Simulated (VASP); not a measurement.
Here is a VASP 6.6.1 calculation.

The input INCAR:

```
SYSTEM = Te
PREC = Accurate
ENCUT = 520
EDIFF = 1E-6
ISMEAR = 0
SIGMA = 0.05
LREAL = .FALSE.
LASPH = .TRUE.
NELM = 100
ALGO = Normal
ISIF = 2
LWAVE = .FALSE.
LCHARG = .FALSE.
GGA = RP
IBRION = 2
NSW = 40
EDIFFG = -0.01
```

File KPOINTS:

```
regular mesh
0
G
  9 9 9
  0 0 0
```

POSCAR

```
Te
1.0
    3.4005200000      0.0000000000      0.0000000000
   -1.7002600000      2.9449400000      0.0000000000
    0.0000000000      0.0000000000      3.1084700000
Te
1
Direct
    0.0000000000      0.0000000000      0.0000000000
```

Potentials or basis: VASP PAW PBE potentials, release 64 (Te).

Launch:

```bash
$ cat potpaw_PBE.64/Te/POTCAR > POTCAR
$ mpirun -np 1 vasp_std > vasp.out
```

Predict the band gap on the k mesh.

none (metal or under the smearing width).

Final structure:
```yaml
crystal:
  lattice:
    - [3.40052, 0.00000, 0.00000]
    - [-1.70026, 2.94494, 0.00000]
    - [0.00000, 0.00000, 3.10847]
  atoms:
    - { symbol: Te, position: [0.00000, 0.00000, 0.00000] }
```

Caveat: the relaxation stopped at its first step, so nothing moved. Spin-orbit coupling is left out, which matters for the levels of Te.
